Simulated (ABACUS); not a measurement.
Ni:

```
Ni
1.0
     0.00000    1.73757    1.73757
     1.73757    0.00000    1.73757
     1.73757    1.73757    0.00000
Ni
1
Direct
  0.00000 0.00000 0.00000
```

```yaml
Program: ABACUS 3.10.1
Task: relaxation of cell and atoms
Functional: LDA
Potentials_or_basis: PseudoDojo NC SR 0.4.1 LDA standard
Cutoff: 1333 eV
Density_cutoff: 5333 eV
Basis: plane waves
k_mesh: 10 × 10 × 10
Occupations: fermi-dirac, width 0.05 eV
Spin: collinear spin, ferromagnetic start
Starting_moments: "[1.0] μB"
```

At the start: pressure -9.6 GPa; volume 10.49 Å³/atom.

Question: How do energy, volume and symmetry change on relaxing?

Answer: Over 9 steps the energy falls by 13.3 meV/atom and the volume is 10.07 Å³/atom (-4.1 %); space group Fm-3m (No. 225, to 0.05 Å); moment 0.67 μB per cell.

Step by step:
| step | energy change (eV) | largest force (eV/Å) | pressure (GPa) | volume (Å³) |
| --- | --- | --- | --- | --- |
| 1 | 0.0000 | 0.0000 | -9.61 | 10.49 |
| 2 | 0.0111 | 0.0000 | 15.44 | 9.53 |
| 3 | -0.0133 | 0.0000 | -0.11 | 10.07 |
| 4 | -0.0133 | 0.0000 | -0.05 | 10.07 |
| 5 | -0.0133 | 0.0000 | -0.16 | 10.07 |
| 6 | -0.0133 | 0.0000 | -0.10 | 10.07 |
| 7 | -0.0133 | 0.0000 | -0.21 | 10.07 |
| 8 | -0.0133 | 0.0000 | -0.11 | 10.07 |
| 9 | -0.0133 | 0.0000 | -0.01 | 10.07 |

Final structure:
```yaml
crystal:
  lattice:
    - [0.00000, 1.71371, 1.71371]
    - [1.71371, 0.00000, 1.71371]
    - [1.71371, 1.71371, 0.00000]
  atoms:
    - { symbol: Ni, position: [0.00000, 0.00000, 0.00000] }
```
